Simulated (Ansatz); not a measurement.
**Si4W: a trial structure relaxed, part 1 of 2**

Where does this trial cell of Si4W go when cell and atoms are let free?

Computed with Ansatz 0.2.0 (DFT PBE, scalar-relativistic, plane waves, PAW, unless a step's input says otherwise).

### Step 1. The starting structure

The structure is cubic, space group Im-3m (No. 229). The conventional cell has a = 5.402 Å, b = 5.402 Å, c = 5.402 Å, α = 90.00°, β = 90.00°, γ = 90.00°. Si (site symmetry -3m) is surrounded by 2 W at 2.34 Å. Around W (site symmetry m-3m) lie 8 Si at 2.34 Å.

As a file:

```xyz
5
Lattice="-2.7012 2.7012 2.7012 2.7012 -2.7012 2.7012 2.7012 2.7012 -2.7012" Properties=species:S:1:pos:R:3 pbc="T T T"
Si    1.3506    1.3506    1.3506
Si    1.3506    1.3506   -1.3506
Si    1.3506   -1.3506    1.3506
Si   -1.3506    1.3506    1.3506
W     0.0000    0.0000    0.0000
```

Recipe of the guess: random cell by space group and Wyckoff sites (Im-3m, No. 229). Lengths come from tabulated atomic sizes and are only a guess.

### Step 2. The guess as it stands, on a coarse mesh

Input file input.yaml:

```yaml
crystal:
  lattice:
    - [-2.70117159, 2.70117159, 2.70117159]
    - [2.70117159, -2.70117159, 2.70117159]
    - [2.70117159, 2.70117159, -2.70117159]
  atoms:
    - { symbol: Si, position: [0.5, 0.5, 0.5] }
    - { symbol: Si, position: [0.0, 0.0, 0.5] }
    - { symbol: Si, position: [0.0, 0.5, 0.0] }
    - { symbol: Si, position: [0.5, 0.0, 0.0] }
    - { symbol: W, position: [0.0, 0.0, 0.0] }
basis:
  ecutwfc: 420
kpoints:
  mp_grid: { grid: [4, 4, 4] }
hamiltonian:
  xc: pbe
scf:
  occupations: { method: gaussian, width: 0.1 }
  lower_state_search: "off"
output:
  forces: true
  stress: true
  eigenvalues: true
```

The run is started by

```console
$ ansatz run input.yaml --threads 1 --pin off --max-ram 2048MiB --backend cpu --events-out ev --progress --plain --runs-dir out
```

The program printed (excerpt; [...] marks lines left out):

```text
Warning: RAYON_NUM_THREADS=1 ignored (pool sized by the plan → 1); use --threads N
[...]
Pseudopotentials: kind: paw
Pseudopotential: Si, paw, valence charge 4, recommended cutoff 420 eV (normal), Si.paw.azcp
Pseudopotential: W, paw, valence charge 14, recommended cutoff 420 eV (normal), W.paw.azcp
Functional definition: PBE
[...]
Crystal: 5 atoms, lattice volume = 78.835 Å³
Basis set: ecut = 420 eV, 1505 PW (Γ), exchange–correlation on 64×64×64 points (8 copies of the dense FFT grid, shifted against one another)
Bands: 20, of which v1, the nominal top of the filled ones, is band 15 counted from 1 (14 counted from 0)
Symmetry: 48 space group operations
Space group: Im-3m (ITA 229), of the structure as read, at distance tolerance 4.3e-5 Å
k-points: 8 of 64
[...]
SCF iter   1: F=—  HF=-12925.601271 eV  |F-HF|=—  |Δ(HF+E_count)|=         —  Δρ=8.15e-3  dr2=1.34e-1  ethr=1.77e-3  ⟨swp⟩=5.9  Hψ=850  notcnv=0
[...]
SCF iter   6: F=-12925.577274 eV  HF=-12925.577274 eV  |F-HF|=6.26e-10  |Δ(HF+E_count)|=   3.87e-8  Δρ=1.51e-6  dr2=1.43e-9  ethr=3.33e-10  ⟨swp⟩=7.5  Hψ=762  notcnv=0
[...]
SCF converged after 6 iterations
Free energy (F): -12925.577274 eV
[...]
E sigma→0 (E₀):  -12925.572000 eV
Entropy (-TS):   -0.010549 eV (-2.110 meV/atom)
Fermi energy:    12.107182 eV
[...]
--- Forces (eV/Å), atoms counted from 1 ---
  atom   1  Si    -0.00000000     0.00000000     0.00000000
  atom   2  Si    -0.00000000     0.00000000     0.00000000
  atom   3  Si    -0.00000000     0.00000000    -0.00000000
  atom   4  Si    -0.00000000     0.00000000     0.00000000
  atom   5  W     -0.00000000     0.00000000    -0.00000000
[...]
--- Stress (GPa, compression-positive) ---
       19.626887       0.000000       0.000000
        0.000000      19.626887      -0.000000
       -0.000000      -0.000000      19.626887
  P = ⅓ Tr σ = 19.6269 GPa (196.269 kbar)
--- Band table (eV; the first three rows and the last of 8) ---
  k-point 0: bands = ["-61.7842", "-26.3498", "-26.3498", "-26.3498", "-1.1594", "4.6782", "4.6782", "4.6782", "8.7369", "8.7369", "8.7369", "8.8061", "8.8061", "8.8061", "9.1560", "9.1560", "13.3913", "15.1754", "15.1754", "15.1754"]
[...]
```

Wall time 1.2 s (1 thread of Arm Neoverse V1, shared host); peak memory 0.3 GiB.

Read-out: pressure 19.6 GPa, largest force 0.00 eV/Å, gap on this mesh none (metal). A cheap, loose relaxation comes first.

### Step 3. Rough relaxation on the coarse mesh

Changes to input.yaml since step 2:

```diff
@@ -24 +24,6 @@
   eigenvalues: true
+relax:
+  adjacent_minimum: "off"
+  f_tol: 0.04
+  max_steps: 70
+  cell: { stress_tol: 0.4 }
```

The run is started by

```console
$ ansatz run input.yaml --threads 1 --pin off --max-ram 2048MiB --backend cpu --events-out ev --progress --plain --runs-dir out
```

The program printed:

```text
Warning: RAYON_NUM_THREADS=1 ignored (pool sized by the plan → 1); use --threads N
Engine: ansatz 0.2.0, aarch64-unknown-linux-gnu
[... 4 set-up lines as earlier in the session ...]
  parameter kappa = 0.804
  parameter beta = 0.06672455060314922
  exchange = pbe_x(kappa = kappa, mu = beta*pi^2/3)
  correlation = pbe_c(beta = beta)
Crystal: 5 atoms, lattice volume = 78.835 Å³
Basis set: ecut = 420 eV, 1505 PW (Γ), exchange–correlation on 64×64×64 points (8 copies of the dense FFT grid, shifted against one another)
Bands: 20, of which v1, the nominal top of the filled ones, is band 15 counted from 1 (14 counted from 0)
[... 2 set-up lines as earlier in the session ...]
k-points: 8 of 64
Non-local potential: Si, projectors of the file, l = 0: 2, l = 1: 2, l = 2: 2
Non-local potential: W, projectors of the file, l = 0: 3, l = 1: 2, l = 2: 2, l = 3: 1
PAW form: soft (Blöchl's): semilocal exchange-correlation on the pseudo side does not see the compensation charge
PAW one-centre angular grid: Si, 110 points (default); XC on 64 Gauss nodes
PAW one-centre angular grid: W, 590 points (default); XC on 64 Gauss nodes
Initial density: superposition of atomic densities (neutral atoms: chi_scale 0, normalization atom), corrected by the library's trained network
Initial wavefunctions: pseudopotential atomic-orbital guess
Functional: x = pbe(κ = 0.804, μ = 0.2195149727645171), c = pbe(β = 0.06672455060314922)
SCF iter   1: F=—  HF=-12925.601271 eV  |F-HF|=—  |Δ(HF+E_count)|=         —  Δρ=8.15e-3  dr2=1.34e-1  ethr=1.77e-3  ⟨swp⟩=5.9  Hψ=850  notcnv=0
preconditioner: auto → none  [insulator: Δε(μ)=0.228 eV  Ē_g=7.587 eV  σ=0.100 eV  W_gap=0.76  n_scr=12 (ndim 8)  ℏωp=19.6 eV  f_vac=0.000  D(μ)=1.47/eV (n_scr^D=12)  ε∞_Penn≈7.7]
SCF iter   2: F=—  HF=-12925.576796 eV  |F-HF|=—  |Δ(HF+E_count)|=   2.45e-2  Δρ=1.29e-3  dr2=9.42e-4  ethr=4.47e-4  ⟨swp⟩=1.9  Hψ=249  notcnv=0
SCF iter   3: F=—  HF=-12925.577188 eV  |F-HF|=—  |Δ(HF+E_count)|=   3.92e-4  Δρ=5.25e-4  dr2=7.04e-5  ethr=3.14e-6  ⟨swp⟩=2.0  Hψ=234  notcnv=0
SCF iter   4: F=—  HF=-12925.577275 eV  |F-HF|=—  |Δ(HF+E_count)|=   8.68e-5  Δρ=8.07e-5  dr2=8.08e-6  ethr=2.35e-7  ⟨swp⟩=2.0  Hψ=240  notcnv=0
SCF iter   5: F=—  HF=-12925.577274 eV  |F-HF|=—  |Δ(HF+E_count)|=   5.61e-7  Δρ=1.22e-5  dr2=1.34e-7  ethr=2.69e-8  ⟨swp⟩=2.2  Hψ=203  notcnv=0
SCF iter   6: F=-12925.577274 eV  HF=-12925.577274 eV  |F-HF|=6.26e-10  |Δ(HF+E_count)|=   3.87e-8  Δρ=1.51e-6  dr2=1.43e-9  ethr=3.33e-10  ⟨swp⟩=7.5  Hψ=762  notcnv=0
SCF 1 converged in 6 iterations: F = -12925.577274 eV  dr2 = 1.43e-9
relax step   1: F+E_penalty+E_count = -12925.57727418 eV  Δ(F+E_penalty+E_count) = +0.000e0 eV  max|allowed force component| = 1.655e-30 eV/Å  Δτ_max = 0.0000 Å  P = +19.627 GPa  Ω = 78.835 Å³  (6 SCF iters, dr2 threshold 1.00e-7 eV, accepted)
Crystal: 5 atoms, lattice volume = 88.330 Å³
Basis set: ecut = 420 eV, 1721 PW (Γ), exchange–correlation on 64×64×64 points (8 copies of the dense FFT grid, shifted against one another)
Initial density: handed on by an earlier stage of this run
Initial wavefunctions: those handed on with the density
iter 1 solved again at ethr=1.36e-3 eV; its pass at ethr=3.10e-3 eV (dr2=4.08e-1 eV) is discarded
SCF iter   1: F=—  HF=-12926.191104 eV  |F-HF|=—  |Δ(HF+E_count)|=         —  Δρ=1.22e-2  dr2=4.07e-1  ethr=1.36e-3  ⟨swp⟩=1.0  Hψ=959  notcnv=0
preconditioner: auto → Resta (q_TF=auto, 2.279 Å⁻¹)  ε∞=8.1  [insulator: Δε(μ)=0.278 eV  Ē_g=6.970 eV  σ=0.100 eV  W_gap=0.84  n_scr=18 (ndim 8)  ℏωp=18.5 eV  f_vac=0.000  D(μ)=1.44/eV (n_scr^D=12)  ε∞_Penn≈8.1]
SCF iter   2: F=—  HF=-12926.117516 eV  |F-HF|=—  |Δ(HF+E_count)|=   7.36e-2  Δρ=5.07e-3  dr2=2.72e-2  ethr=1.36e-3  ⟨swp⟩=2.6  Hψ=256  notcnv=0
SCF iter   3: F=—  HF=-12926.111885 eV  |F-HF|=—  |Δ(HF+E_count)|=   5.63e-3  Δρ=2.91e-3  dr2=9.96e-3  ethr=9.06e-5  ⟨swp⟩=1.5  Hψ=217  notcnv=0
SCF iter   4: F=—  HF=-12926.109839 eV  |F-HF|=—  |Δ(HF+E_count)|=   2.05e-3  Δρ=5.94e-4  dr2=4.63e-4  ethr=3.32e-5  ⟨swp⟩=2.2  Hψ=260  notcnv=0
SCF iter   5: F=—  HF=-12926.109890 eV  |F-HF|=—  |Δ(HF+E_count)|=   5.06e-5  Δρ=1.14e-4  dr2=2.19e-5  ethr=1.54e-6  ⟨swp⟩=2.2  Hψ=249  notcnv=0
SCF iter   6: F=-12926.109896 eV  HF=-12926.109896 eV  |F-HF|=4.64e-8  |Δ(HF+E_count)|=   5.86e-6  Δρ=1.92e-5  dr2=4.97e-7  ethr=1.67e-9  ⟨swp⟩=5.6  Hψ=875  notcnv=0
SCF 2 converged in 6 iterations: F = -12926.109896 eV  dr2 = 4.97e-7
relax step   2: F+E_penalty+E_count = -12926.10989569 eV  Δ(F+E_penalty+E_count) = -5.326e-1 eV  max|allowed force component| = 1.273e-29 eV/Å  Δτ_max = 0.0000 Å  P = +0.309 GPa  Ω = 88.330 Å³  energy of the carried Pulay correction = -2.490e-3 eV  (6 SCF iters, dr2 threshold 5.00e-7 eV, accepted)
Basis set: ecut = 420 eV, 1721 PW (Γ), exchange–correlation on 72×72×72 points (8 copies of the dense FFT grid, shifted against one another)
Initial wavefunctions: pseudopotential atomic-orbital guess (no wavefunctions were taken with the density)
iter 1 solved again at ethr=5.70e-8 eV; its pass at ethr=3.10e-3 eV (dr2=1.71e-5 eV) is discarded
SCF iter   1: F=—  HF=-12926.113476 eV  |F-HF|=—  |Δ(HF+E_count)|=         —  Δρ=2.23e-4  dr2=3.77e-6  ethr=5.70e-8  ⟨swp⟩=4.0  Hψ=1313  notcnv=0
preconditioner: auto → Resta (q_TF=auto, 2.279 Å⁻¹)  ε∞=8.1  [insulator: Δε(μ)=0.131 eV  Ē_g=6.965 eV  σ=0.100 eV  W_gap=0.64  n_scr=18 (ndim 8)  ℏωp=18.5 eV  f_vac=0.000  D(μ)=2.90/eV (n_scr^D=18)  ε∞_Penn≈8.1]
SCF iter   2: F=—  HF=-12926.113582 eV  |F-HF|=—  |Δ(HF+E_count)|=   1.06e-4  Δρ=1.15e-4  dr2=1.01e-6  ethr=1.26e-8  ⟨swp⟩=2.0  Hψ=266  notcnv=0
SCF iter   3: F=—  HF=-12926.113611 eV  |F-HF|=—  |Δ(HF+E_count)|=   2.92e-5  Δρ=4.54e-6  dr2=1.36e-8  ethr=3.35e-9  ⟨swp⟩=2.0  Hψ=281  notcnv=0
iter 4 did not close the SCF: its close was put off for the readings that it lacked (scf_convergence_deferred on its scf_iter line)
SCF iter   4: F=-12926.113611 eV  HF=-12926.113611 eV  |F-HF|=1.11e-9  |Δ(HF+E_count)|=   1.42e-8  Δρ=9.49e-7  dr2=1.05e-9  ethr=4.55e-11  ⟨swp⟩=2.0  Hψ=235  notcnv=0
iter 5 did not close the SCF: its close was put off for the readings that it lacked (scf_convergence_deferred on its scf_iter line)
SCF iter   5: F=-12926.113611 eV  HF=-12926.113611 eV  |F-HF|=5.64e-11  |Δ(HF+E_count)|=   1.25e-9  Δρ=2.50e-7  dr2=6.86e-11  ethr=3.49e-12  ⟨swp⟩=2.0  Hψ=238  notcnv=0
SCF iter   6: F=-12926.113611 eV  HF=-12926.113611 eV  |F-HF|=0.00e0  |Δ(HF+E_count)|=  6.91e-11  Δρ=2.84e-8  dr2=7.74e-13  ethr=1.00e-12  ⟨swp⟩=2.1  Hψ=467  notcnv=0
SCF 3 converged in 6 iterations: F = -12926.113611 eV  dr2 = 7.74e-13
relax step   3: F+E_penalty+E_count = -12926.11361139 eV  Δ(F+E_penalty+E_count) = -3.716e-3 eV  max|allowed force component| = 1.239e-29 eV/Å  Δτ_max = 0.0000 Å  P = +0.351 GPa  Ω = 88.330 Å³  stress off target by 3.51e-1 GPa  SCF on the basis re-selected at this cell (its energy is not comparable with the rows above)  (6 SCF iters)
basis re-selected at this cell: Δ(F+E_penalty+E_count) = -3.716e-3 eV, ΔP = +0.042 GPa vs the last step (what re-selecting the basis moved, of the pressure what is left beyond the Pulay correction that the steps carried, after the strain that the cell walked since its last selection, with what the two solves' SCF thresholds leave and, on support functions, any second-order correction that the steps lacked; it is no measure of the basis error at this ecutwfc). The dense FFT grid was sized anew with the basis: this SCF ran on 36×36×36 points, the steps before it on 32×32×32, so part of this shift can come from that change (see relax.cell in the input reference). This SCF's stress stands 3.51e-1 GPa from its target on what of the cell is left free (relax.cell.stress_tol is 4.00e-1 GPa) and its largest allowed force component is 1.24e-29 eV/Å (relax.f_tol is 4.00e-2 eV/Å): within both
SCF converged after 6 iterations
Free energy (F): -12926.113611 eV
Harris-Foulkes:  -12926.113611 eV  (|F-HF|=0.00e0)
Internal energy: -12926.099106 eV  (E = F + TS)
E sigma→0 (E₀):  -12926.106359 eV
Entropy (-TS):   -0.014505 eV (-2.901 meV/atom)
Fermi energy:    10.520724 eV
--- Per-component energies (eV) ---
  E_band       = -179.423169
  E_kinetic    = 615.798827
  E_local      = -1524.971886  (includes V_loc(G=0)·N_el)
  E_nonlocal   = 101.534419
  E_hartree    = 595.239474
  E_xc         = -488.743299
  E_vxc        = -427.328458  (∫ρ·V_xc dr)
  E_paw        = -10613.202431  (= ΣΔE_a)
  E_vpaw       = -134.934980  (= ΣTr[D̂ρ^β])
  E_aug_tail   = -0.000038  (compensation charges beyond the density's cutoff)
  E_ewald      = -1611.754173
  E_smearing   = -0.014505  (= −TS)
  E_closure    = -0.000000  (closes the sum)
  Σ components = -12926.113611   (vs F -12926.113611, Δ=0.00e0)
--- Forces (eV/Å), atoms counted from 1 ---
  atom   1  Si    -0.00000000     0.00000000    -0.00000000
  atom   2  Si     0.00000000     0.00000000    -0.00000000
  atom   3  Si     0.00000000    -0.00000000     0.00000000
  atom   4  Si     0.00000000    -0.00000000    -0.00000000
  atom   5  W     -0.00000000     0.00000000    -0.00000000
  max |Σ_I F_I| component: 1.17e-29 eV/Å
--- Stress (GPa, compression-positive) ---
        0.351030       0.000000      -0.000000
        0.000000       0.351030      -0.000000
       -0.000000      -0.000000       0.351030
  P = ⅓ Tr σ = 0.3510 GPa (3.510 kbar)
--- Band table (eV; the first three rows and the last of 8) ---
  k-point 0: bands = ["-63.6609", "-28.0906", "-28.0906", "-28.0906", "-2.0045", "3.3414", "3.3414", "3.3414", "7.2201", "7.2201", "7.2201", "7.4731", "7.4731", "7.4731", "8.0049", "8.0049", "11.6077", "12.9308", "12.9308", "12.9308"]
  k-point 1: bands = ["-63.6608", "-28.0938", "-28.0921", "-28.0906", "-1.4116", "2.4695", "2.9057", "3.6001", "5.7047", "6.6875", "6.8296", "6.8730", "7.1966", "8.8386", "8.9364", "9.8925", "11.8977", "12.7855", "12.8086", "12.8430"]
  k-point 2: bands = ["-63.6606", "-28.0970", "-28.0937", "-28.0906", "-0.1411", "0.8103", "2.5790", "3.9403", "4.8658", "6.3348", "6.6445", "6.7894", "7.1555", "9.3794", "10.4287", "11.3287", "11.5010", "11.7825", "12.7423", "13.3203"]
  k-point 7: bands = ["-63.6603", "-28.0967", "-28.0967", "-28.0967", "1.8654", "1.8654", "1.8654", "3.0722", "4.0171", "4.0171", "5.9178", "5.9178", "5.9178", "9.2023", "11.8457", "11.8457", "13.4495", "13.4495", "13.4495", "14.9802"]
--- Relaxed structure (2 steps of the walk, 2 accepted, 1 SCFs on fresh bases) ---
  F+E_penalty+E_count = -12926.11361139 eV   max|allowed force component| = 1.239e-29 eV/Å   (the final SCF, on the basis selected at the relaxed cell)
  cell:  # Å, volume = 88.3302 Å³
    - [-2.805539277186394, 2.805539277186394, 2.805539277186394]
    - [2.805539277186394, -2.805539277186394, 2.805539277186394]
    - [2.805539277186394, 2.805539277186394, -2.805539277186394]
  atoms:
    - { symbol: Si, position: [0.49999999999999994, 0.49999999999999994, 0.49999999999999994] }
    - { symbol: Si, position: [0.0, 0.0, 0.49999999999999994] }
    - { symbol: Si, position: [0.0, 0.49999999999999994, 0.0] }
    - { symbol: Si, position: [0.49999999999999994, 0.0, 0.0] }
    - { symbol: W, position: [8.021227512746202e-36, 5.807962884229194e-35, 5.154381383190614e-35] }
```

Wall time 4.2 s (1 thread of Arm Neoverse V1, shared host); peak memory 0.33 GiB.

The steps of the relaxation:

| step | E - E(step 1) (eV/cell) | largest force component (eV/Å) | pressure (GPa) | volume (Å³) |
| --- | --- | --- | --- | --- |
| 1 | 0.0000 | 0.0000 | 19.63 | 78.83 |
| 2 | -0.5326 | 0.0000 | 0.31 | 88.33 |
| 3 | -0.5363 | 0.0000 | 0.35 | 88.33 |

Step 1 is the start. Step 3 repeats the geometry before it on a plane-wave basis chosen anew for that cell, so its energy need not be comparable with the rows above.

Lengths and angles in the start's conventional setting:

|  | before | after | change |
| --- | --- | --- | --- |
| a (Å) | 5.402 | 5.611 | +3.9 % |
| b (Å) | 5.402 | 5.611 | +3.9 % |
| c (Å) | 5.402 | 5.611 | +3.9 % |
| volume (Å³/atom) | 15.77 | 17.67 | +12.0 % |
| shortest distance (Å) | 2.339 | 2.430 | +3.9 % |
| space group (0.01 Å) | Im-3m | Im-3m | same |

The run keeps the 48 symmetry operations of the start, so it could not have lowered the symmetry.

(Continued in part 2 of 2.)
